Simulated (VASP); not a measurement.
Write the native input for VASP 6.6.1 that does the following.

* Task: single point
* Functional: PBE
* Potentials or basis: VASP PAW PBE potentials, release 64 (Sr_sv)
* Cutoff: 520 eV
* k mesh: 7 × 7 × 4
* Occupations: fermi-dirac, width 0.05 eV
* Spin: no spin polarisation
* Further INCAR settings: ALGO = Normal; EDIFF = 1e-07; NBANDS = 17

The structure of Sr lies in POSCAR:

```
Sr
1.0
    4.3100000000      0.0000000000      0.0000000000
   -2.1550000000      3.7325694903      0.0000000000
    0.0000000000      0.0000000000      7.0500000000
Sr
2
Direct
    0.6661090000      0.3327220000      0.7515000000
    0.3467070000      0.6708060000      0.2417400000
```

This isn't the form of Sr at room conditions, which is fcc.

The cell isn't the ideal one: atoms moved at random, drawn with an rms of 0.05 Å.

The input as run:

INCAR

```
PREC = Accurate ; ENCUT = 520
EDIFF = 1E-7 ; ISMEAR = -1
SIGMA = 0.05 ; LREAL = False
LASPH = True ; NELM = 80
ALGO = Normal ; ISIF = 2
LWAVE = False ; LCHARG = False
GGA = PE ; NBANDS = 17
```

KPOINTS

```
regular mesh
0
Gamma
  7 7 4
```

Potentials or basis: VASP PAW PBE potentials, release 64 (Sr_sv).

The run is started by

```console
$ cat potpaw_PBE.64/Sr_sv/POTCAR > POTCAR
$ mpirun -np 1 vasp_std > vasp.out
```

It gave:

The pressure is -0.2 GPa, the largest force is 0.090 eV/Å and the band gap on the k mesh is none (metal or under the smearing width).

It took 2.5 min on 1 thread of Intel(R) Xeon(R) Platinum 8488C (Sapphire Rapids), on a shared host, peak memory 0.32 GiB.
